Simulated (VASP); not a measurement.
# Al (Fm-3m) in VASP: single point with PBEsol

Aim: the single point of Al with PBEsol.

All numbers are computed with VASP 6.6.1; they aren't measurements. Logs are shortened: lines on timing, memory, paths and dates and some standing lists are left out, and cuts for length are marked.

**1. The structure**

Symmetry: Fm-3m, No. 225, cubic system. Conventional cell: a = 4.016 Å, b = 4.016 Å, c = 4.016 Å, α = 90.00°, β = 90.00°, γ = 90.00°. Al (site symmetry m-3m) has 12 Al at 2.84 Å as nearest neighbours.

**2. Single point, PBEsol**

INCAR reads:

```
SYSTEM = Al
PREC = Accurate ; ENCUT = 520
EDIFF = 1E-6 ; ISMEAR = 1
SIGMA = 0.1 ; LREAL = .FALSE.
LASPH = .TRUE. ; NELM = 80
ALGO = Fast ; ISIF = 2
LWAVE = .FALSE. ; LCHARG = .FALSE.
GGA = PS ; NBANDS = 8
ICORELEVEL = 1
```

KPOINTS reads:

```
Automatic mesh
0
G
  14 14 27
  0 0 0
```

POSCAR reads:

```
Al
1.0
    2.8394891000      0.0000000000      0.0000000000
    0.0000000000      2.8394891000      0.0000000000
    1.4197445500      1.4197445500      2.0078220000
Al
1
Direct
    0.0000000000      0.0000000000      0.0000000000
```

Potentials or basis: VASP PAW PBE potentials, release 64 (Al).

Run with:

```sh
$ cat potpaw_PBE.64/Al/POTCAR > POTCAR
$ mpirun -np 1 vasp_std > vasp.out
```

OUTCAR:

```text
SYSTEM = Al
   PREC = Accurate
   ENCUT = 520
   EDIFF = 1E-6
   ISMEAR = 1
   LREAL = .FALSE.
   LASPH = .TRUE.
   NELM = 80
   ISIF = 2
   GGA = PS

 ion  position               nearest neighbor table
   1  0.000  0.000  0.000-

  LATTYP: Found a face centered cubic cell.
 ALAT       =     4.0156439977

  Lattice vectors:

 A1 = (   1.4197445500,   1.4197445500,   2.0078220000)
 A2 = (   1.4197445500,  -1.4197445500,   2.0078220000)
 A3 = (   2.8394891000,   0.0000000000,   0.0000000000)

Analysis of symmetry for initial positions (statically):
=====================================================================
 Subroutine PRICEL returns:
 Original cell was already a primitive cell.

 Routine SETGRP: Setting up the symmetry group for a
 face centered cubic supercell.

 Subroutine GETGRP returns: Found 48 space group operations
 (whereof 48 operations were pure point group operations)
 out of a pool of 48 trial point group operations.

The static configuration has the point symmetry O_h .

Analysis of symmetry for dynamics (positions and initial velocities):
=====================================================================
 Subroutine PRICEL returns:
 Original cell was already a primitive cell.

 Routine SETGRP: Setting up the symmetry group for a
 face centered cubic supercell.

 Subroutine GETGRP returns: Found 48 space group operations
 (whereof 48 operations were pure point group operations)
 out of a pool of 48 trial point group operations.

The dynamic configuration has the point symmetry O_h .

 Subroutine INISYM returns: Found 48 space group operations
 (whereof 48 operations are pure point group operations),
 and found     1 'primitive' translations

----------------------------------------------------------------------------------------

                                     Primitive cell

  volume of cell :      16.1885

  direct lattice vectors                    reciprocal lattice vectors
     2.839489100  0.000000000  0.000000000     0.352176031  0.000000000 -0.249026059
     0.000000000  2.839489100  0.000000000     0.000000000  0.352176031 -0.249026059
     1.419744550  1.419744550  2.007822000     0.000000000  0.000000000  0.498052118

  length of vectors
     2.839489100  2.839489100  2.839489102     0.431325787  0.431325787  0.498052118

  position of ions in fractional coordinates (direct lattice)
     0.000000000  0.000000000  0.000000000

  ion indices of the primitive-cell ions
   primitive index   ion index
                 1           1

----------------------------------------------------------------------------------------

 KPOINTS: Automatic mesh

Automatic generation of k-mesh.
 Grid dimensions read from file:
 generate k-points for:   14   14   27

 Generating k-lattice:

  Cartesian coordinates                     Fractional coordinates (reciprocal lattice)
     0.025155431  0.000000000 -0.017787576     0.071428571  0.000000000  0.000000000
     0.000000000  0.025155431 -0.017787576     0.000000000  0.071428571  0.000000000
     0.000000000  0.000000000  0.018446375     0.000000000  0.000000000  0.037037037

  Length of vectors
     0.030808985  0.030808985  0.018446375

  Shift w.r.t. Gamma in fractional coordinates (k-lattice)
     0.000000000  0.000000000  0.000000000

 -----------------------------------------------------------------------------
|                                                                             |
|           W    W    AA    RRRRR   N    N  II  N    N   GGGG   !!!           |
|           W    W   A  A   R    R  NN   N  II  NN   N  G    G  !!!           |
|           W    W  A    A  R    R  N N  N  II  N N  N  G       !!!           |
|           W WW W  AAAAAA  RRRRR   N  N N  II  N  N N  G  GGG   !            |
|           WW  WW  A    A  R   R   N   NN  II  N   NN  G    G                |
|           W    W  A    A  R    R  N    N  II  N    N   GGGG   !!!           |
|                                                                             |
|     Your reciprocal lattice and k-lattice belong to different lattice       |
|     classes:                                                                |
|                                                                             |
|        The reciprocal lattice is body-centered cubic,                       |
|        whereas your k-lattice is base-centered monoclinic.                  |
|                                                                             |
|     Results are often still useful ...                                      |
|                                                                             |
 -----------------------------------------------------------------------------

 WARNING: IBZKPT: internal override: KBLOWUP is changed to .FALSE.
      ... skipping the blow-up phase ...

 Subroutine IBZKPT returns following result:
 ===========================================

 Found   1422 irreducible k-points:

 Following reciprocal coordinates:
            Coordinates               Weight
  0.000000  0.000000  0.000000      1.000000
  0.071429  0.000000  0.000000      4.000000
  0.142857  0.000000  0.000000      4.000000
  0.214286  0.000000  0.000000      4.000000
  0.285714  0.000000 -0.000000      4.000000
  0.357143  0.000000  0.000000      4.000000
[... 16 lines left out ...]
  0.214286  0.142857  0.000000      4.000000
  0.285714  0.142857  0.000000      4.000000
 [... further k-points ...]
   k-points           NKPTS =   1422   k-points in BZ     NKDIM =   1422   number of bands    NBANDS=      8
   number of dos      NEDOS =    301   number of ions     NIONS =      1
   total plane-waves  NPLWV =  13824
   dimension x,y,z NGX =    24 NGY =   24 NGZ =   24
   dimension x,y,z NGXF=    48 NGYF=   48 NGZF=   48
   ions per type =               1
   NGX,Y,Z   is equivalent  to a cutoff of  14.05, 14.05, 14.05 a.u.
   NGXF,Y,Z  is equivalent  to a cutoff of  28.10, 28.10, 28.10 a.u.
 SYSTEM =  Al
   PREC   = accura    normal or accurate (medium, high low for compatibility)
   ISTART =      0    job   : 0-new  1-cont  2-samecut
   ICHARG =      2    charge: 1-file 2-atom 10-const
   ISPIN  =      1    spin polarized calculation?
   LNONCOLLINEAR =      F non collinear calculations
   LSORBIT =      F    spin-orbit coupling
   LASPH  =      T    aspherical Exc in radial PAW
   ENCUT  =  520.0 eV  38.22 Ry    6.18 a.u.   5.28  5.28  5.28*2*pi/ulx,y,z
   NELM   =     80;   NELMIN=  2; NELMDL= -5     # of ELM steps
   EDIFF  = 0.1E-05   stopping-criterion for ELM
   LREAL  =      F    real-space projection
   EDIFFG = 0.1E-04   stopping-criterion for IOM
   NSW    =      0    number of steps for IOM
   IBRION =     -1    ionic relax: 0-MD 1-quasi-New 2-CG
   NFREE  =      0    steps in history (QN), initial steepest desc. (CG)
   ISIF   =      2    stress and relaxation
   ISYM   =      2    0-nonsym 1-usesym 2-fastsym
   POTIM  = 0.5000    time-step for ionic-motion
   TEBEG  =    0.0;   TEEND  =   0.0 temperature during run
   PSTRESS=    0.0 pullay stress
   NELECT =       3.0000    total number of electrons
   NUPDOWN=      -1.0000    fix difference up-down
   EMIN   =  10.00;   EMAX   =-10.00  energy-range for DOS
   EFERMI =   0.00;   METHOD = LEGACY
   ISMEAR =     1;   SIGMA  =   0.10  broadening in eV -4-tet -1-fermi 0-gaus
   EFERMI_NEDOS =   21; number of points for ismear=-14 and -15
   IALGO  =     68    algorithm
   IMIX   =      4    mixing-type and parameters
     AMIX     =   0.40;   BMIX     =  1.00
     AMIX_MAG =   1.60;   BMIX_MAG =  1.00
  volume/ion in A,a.u.               =      16.19       109.25
  Fermi-wavevector in a.u.,A,eV,Ry     =   0.933355  1.763785 11.852728  0.871151
  Thomas-Fermi vector in A             =   2.060048
   LORBIT       =      0    0 simple, 1 ext, 2 COOP (PROOUT), +10 PAW based schemes
   GGA     = PS    functional components
   LHFCALC =     F    Hartree Fock is set to
   AEXX    =    0.0000 exact exchange contribution
   IVDW    =     0    specifies the selected vdW correction
   LEPSILON=     F    determine dielectric tensor
   LRPA    =     F    only Hartree local field effects (RPA)
 non-spin polarized calculation
 RMM-DIIS sequential band-by-band and
 Methfessel and Paxton  Order N= 1 SIGMA  =   0.10
  energy-cutoff  :      520.00
  volume of cell :       16.19
 maximum number of plane-waves:       452
 NGX is ok and might be reduce to    24
   NGX = 11   NGY = 11   NGZ = 11

 number of electron       3.0000000 magnetization

 Free energy of the ion-electron system (eV)
  ---------------------------------------------------
  ext. energy  EPLUGINS =         0.00000000
  ---------------------------------------------------
  free energy    TOTEN  =        -4.08973498 eV

  energy without entropy =       -4.08974639  energy(sigma->0) =       -4.08973878

 the core state eigenenergies are
   1-  1s  -1497.9563  2s    -95.2075  2p    -56.6662

 E-fermi :   8.1526     XC(G=0): -10.3266

 val. band max:        8.1494046974   @ k =  -0.1429  -0.4286   0.1852
 cond. band min:       8.1568209652   @ k =   0.5000   0.2857   0.0000
 fundamental gap:      0.0074162678
 Fermi energy:         8.1525536467

 k-point     1 :       0.0000    0.0000    0.0000
  band No.  band energies     occupation
      1      -3.1125      2.00000
      2      20.8502      0.00000
      3      20.8502      0.00000
      4      20.8502      0.00000
      5      22.4866      0.00000
      6      22.4866      0.00000
      7      22.4866      0.00000
      8      24.7732      0.00000

 k-point     2 :       0.0714    0.0000    0.0000
  band No.  band energies     occupation
      1      -2.9721      2.00000
      2      18.7247      0.00000
      3      20.4159      0.00000
      4      20.4159      0.00000
      5      23.0991      0.00000
      6      23.1390      0.00000
      7      23.1390      0.00000
      8      26.1889      0.00000
[... 254 lines left out ...]
 k-point    26 :       0.4286    0.1429    0.0000
  band No.  band energies     occupation
      1       3.4603      2.00000
      2       4.7386      2.00000
      3      14.5992      0.00000
      4      17.3415      0.00000
      5      19.2021      0.00000
      6      22.9694      0.00000
      7      25.8382      0.00000
      8      28.2265      0.00000

 k-point    27 :       0.5000    0.1429    0.0000
  band No.  band energies     occupation
      1       2.8849      2.00000
      2       5.3968      2.00000

------------------------ aborting loop because EDIFF is reached ----------------------------------------

  FORCE on cell =-STRESS in cart. coord.  units (eV):
  Direction    XX          YY          ZZ          XY          YZ          ZX
  --------------------------------------------------------------------------------------
  -------------------------------------------------------------------------------------
  Total       -0.0070300     -0.0070300     -0.0070300      0.0000000      0.0000000     -0.0000000
  in kB       -0.6957638     -0.6957638     -0.6957638      0.0000000      0.0000000     -0.0000000
  external PRESSURE =      -0.6957638 kB  Pullay stress =       0.0000000 kB

 VOLUME and BASIS-vectors are now :
 -----------------------------------------------------------------------------
  energy-cutoff  :      520.00
  volume of cell :       16.19
      direct lattice vectors                 reciprocal lattice vectors
     2.839489100  0.000000000  0.000000000     0.352176031  0.000000000 -0.249026059
     0.000000000  2.839489100  0.000000000     0.000000000  0.352176031 -0.249026059
     1.419744550  1.419744550  2.007822000     0.000000000  0.000000000  0.498052118

 POSITION                                       TOTAL-FORCE (eV/Angst)
 -----------------------------------------------------------------------------------
      0.00000      0.00000      0.00000         0.000000      0.000000      0.000000
 -----------------------------------------------------------------------------------
    total drift:                                0.000000      0.000000     -0.000000

  FREE ENERGIE OF THE ION-ELECTRON SYSTEM (eV)
  ---------------------------------------------------
  free  energy   TOTEN  =        -4.0897349772 eV

  energy  without entropy=       -4.0897463924  energy(sigma->0) =       -4.08973878
```

Run time: 97 s. Hardware: 1 thread of Intel Xeon Platinum 8259CL at 2.50GHz (Skylake/Cascade Lake), shared host; peak memory 0.27 GiB.

What came out:

- Free energy: -4.0897 eV
- Pressure: -0.1 GPa
- Band gap on the k mesh: none (metal or under the smearing width)

Levels at points of the mesh, in eV from the Fermi level:
```
           k point  band 1  band 2  band 3  band 4  band 5  band 6
(0.00, 0.00, 0.00)  -11.27   12.70   12.70   12.70   14.33   14.33
(0.50, 0.00, 0.00)   -4.67   -4.40   11.52   11.52   11.60   11.60
(0.50, 0.50, 0.00)   -2.97   -1.62    5.25    5.67    5.67    9.23
```

Core levels (eV, on the scale of the bands):
```csv
atom,levels
1 Al,"1s -1498.0, 2s -95.2, 2p -56.7"
```

Caveat: the PAW data sets were made with another functional, which shifts forces and pressure a little.
